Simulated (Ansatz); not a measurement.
The geometry is COD entry 9008478, unchecked; take it as a test cell. The listed cell was then made from it by scaling, straining or moving an atom.

Pd: DFT, PBE, all-electron LAPW, scalar-relativistic (Ansatz 0.2.0). What sets it apart from a plain run of this crystal: equal xx and yy strain of -1 %.

Command: `ansatz run input.yaml --threads 1 --pin off --max-ram 3072MiB --backend cpu --events-out ev --progress --plain --runs-dir out` The run took 50 s on 1 thread of Arm Neoverse V1, on a shared host, peak memory 0.71 GiB.

```yaml
crystal:
  lattice:
    - [0.0, 1.925451, 1.9449]
    - [1.925451, 0.0, 1.9449]
    - [1.925451, 1.925451, 0.0]
  atoms:
    - { symbol: Pd, position: [0.0, 0.0, 0.0] }
kpoints:
  mp_grid: { grid: [18, 18, 18] }
  band_path:
    path:
      - [0.0, 0.0, 0.0]
      - [0.0, 0.5, 0.5]
      - [0.25, 0.75, 0.5]
      - [0.0, 0.5, 0.0]
      - [0.0, 0.0, 0.0]
      - [0.5, 0.5, 0.0]
      - [0.3725125, 0.6274875, 0.0]
      - [-0.3725125, 0.3725125, 0.0]
      - [0.0, 0.0, 0.0]
    npoints: 5
scf:
  occupations: { method: fermi_dirac, width: 0.05 }
hamiltonian:
  xc: pbe
  pseudopotentials: { kind: all_electron, lapw: { basis_error: 0.00025 } }
output:
  forces: true
  stress: true
  eigenvalues: true
```

Output (standing set-up lines are left out):

```
LAPW: plane waves up to 9.069 Å⁻¹, error target 2.5e-4 eV per atom; small_component_spin mean_spin; Pd in spheres of 1.361 Å, 28 of its electrons in bands, Dirac shells []
Crystal: 1 atoms, lattice volume = 14.421 Å³
Basis set: ecut = 313.32840409231403 eV, 169 PW (Γ), exchange–correlation at level 2
Symmetry: 16 space group operations
Space group: I4/mmm (ITA 139), of the structure as read, at distance tolerance 2.4e-5 Å
k-points: 480 of 5832
iter 1 solved again at ethr=7.58e-4 eV; its pass at ethr=1.00e-1 eV (dr2=2.12e-1 eV) is discarded
SCF iter   1: F=—  HF=-137307.538613 eV  |F-HF|=—  |Δ(HF+E_count)|=         —  Δρ=5.16e-2  dr2=2.13e-1  ethr=7.58e-4  ⟨swp⟩=2.8  Hψ=55356  notcnv=0
preconditioner: auto → none  [metal: Δε(μ)=0.002 eV  Ē_g=13.885 eV  σ=0.050 eV  W_gap=0.01  n_scr=8 (ndim 8)  ℏωp=30.9 eV  f_vac=0.004  D(μ)=2.13/eV (n_scr^D=26)  sad-step TF]
iter 2 solved again at ethr=2.05e-5 eV; its pass at ethr=7.58e-4 eV (dr2=5.75e-3 eV) is discarded
SCF iter   2: F=—  HF=-137306.809699 eV  |F-HF|=—  |Δ(HF+E_count)|=   7.29e-1  Δρ=6.32e-3  dr2=5.75e-3  ethr=2.05e-5  ⟨swp⟩=2.0  Hψ=44102  notcnv=0
SCF iter   3: F=—  HF=-137306.665971 eV  |F-HF|=—  |Δ(HF+E_count)|=   1.44e-1  Δρ=1.02e-2  dr2=1.04e-2  ethr=2.05e-5  ⟨swp⟩=3.0  Hψ=27687  notcnv=0
SCF iter   4: F=—  HF=-137306.660007 eV  |F-HF|=—  |Δ(HF+E_count)|=         —  Δρ=1.37e-3  dr2=2.08e-4  ethr=2.05e-5  ⟨swp⟩=2.0  Hψ=23278  notcnv=0
the basis was enlarged: its passes take 821.9 KiB over the memory plan, 1 of 1 planned eigensolver slots
SCF iter   5: F=—  HF=-137306.659999 eV  |F-HF|=—  |Δ(HF+E_count)|=   7.88e-6  Δρ=1.19e-4  dr2=1.34e-6  ethr=7.42e-7  ⟨swp⟩=2.0  Hψ=24319  notcnv=0
SCF iter   6: F=-137306.660001 eV  HF=-137306.660001 eV  |F-HF|=1.68e-8  |Δ(HF+E_count)|=   1.37e-6  Δρ=6.06e-6  dr2=2.97e-9  ethr=4.79e-9  ⟨swp⟩=3.0  Hψ=25225  notcnv=0
SCF 1 converged in 6 iterations: F = -137306.660001 eV  dr2 = 2.97e-9
NSCF: frozen V_eff on 41 k-points
SCF converged after 6 iterations
Free energy (F): -137306.660001 eV
Harris-Foulkes:  -137306.660001 eV  (|F-HF|=1.68e-8)
Internal energy: -137306.642495 eV  (E = F + TS)
E sigma→0 (E₀):  -137306.651248 eV
Entropy (-TS):   -0.017506 eV (-17.506 meV/atom)
Fermi energy:    22.154260 eV
--- Per-component energies (eV) ---
  E_band       = -3118.215490
  E_kinetic    = 143299.460346
  E_xc         = -3923.174258
  E_electrostatic = -276682.928583  (all electrons and nuclei)
  E_smearing   = -0.017506  (= −TS)
  E_closure    = 0.000000  (closes the sum)
  E_atoms      = -137302.962084  (free atoms, spherical and without spin; not in F)
  Σ components = -137306.660001   (vs F -137306.660001, Δ=0.00e0)
  Basis errors (estimates in eV, not in F): energy 5.6e-5 per atom: plane waves 4.8e-5 (2.5e-5 summed), levels above the bands 5.4e-169, relativity 7.8e-9, radial functions 8.6e-6, core shells 7.6e-8; eigenvalues (radial functions only) 2.6e-7; not estimated: angular momenta, meshes, grids; target (lapw.basis_error) 2.5e-4; muffin-tin radii Pd 1.361 Å
--- Forces (eV/Å), atoms counted from 1 ---
  atom   1  Pd    -0.00000000    -0.00000000     0.00000000
  max |Σ_I F_I| component: 6.16e-32 eV/Å
--- Stress (GPa, compression-positive) ---
       12.176214       0.000000       0.000000
        0.000000      12.176214       0.000000
        0.000000       0.000000      11.474673
  P = ⅓ Tr σ = 11.9424 GPa (119.424 kbar)
--- Band table (eV; the first three rows and the last of 480) ---
  k-point 0: bands = ["-302.2386", "-302.2346", "-302.2346", "-302.2162", "-302.2145", "-62.0509", "-27.5349", "-27.5349", "-27.5326", "14.8223", "19.1380", "19.2354", "19.2354", "20.8236", "20.9264", "39.1658", "43.8335", "44.0832"]
  k-point 1: bands = ["-302.2386", "-302.2346", "-302.2346", "-302.2162", "-302.2145", "-62.0491", "-27.5480", "-27.5368", "-27.5353", "14.9373", "19.1351", "19.2368", "19.2760", "20.8050", "20.9050", "39.2941", "43.2725", "44.0673"]
  k-point 2: bands = ["-302.2386", "-302.2346", "-302.2346", "-302.2162", "-302.2145", "-62.0439", "-27.5875", "-27.5421", "-27.5412", "15.2690", "19.0502", "19.3224", "19.3827", "20.7677", "20.8582", "39.5963", "41.7938", "44.4522"]
  k-point 479: bands = ["-302.2386", "-302.2346", "-302.2346", "-302.2162", "-302.2145", "-61.9722", "-27.9532", "-27.6966", "-27.6966", "16.5521", "16.8498", "22.1004", "22.4535", "22.4535", "25.3579", "32.9690", "35.5727", "35.5727"]
```

Spin polarisation is left out, and whether a magnetic state lies lower isn't shown here.
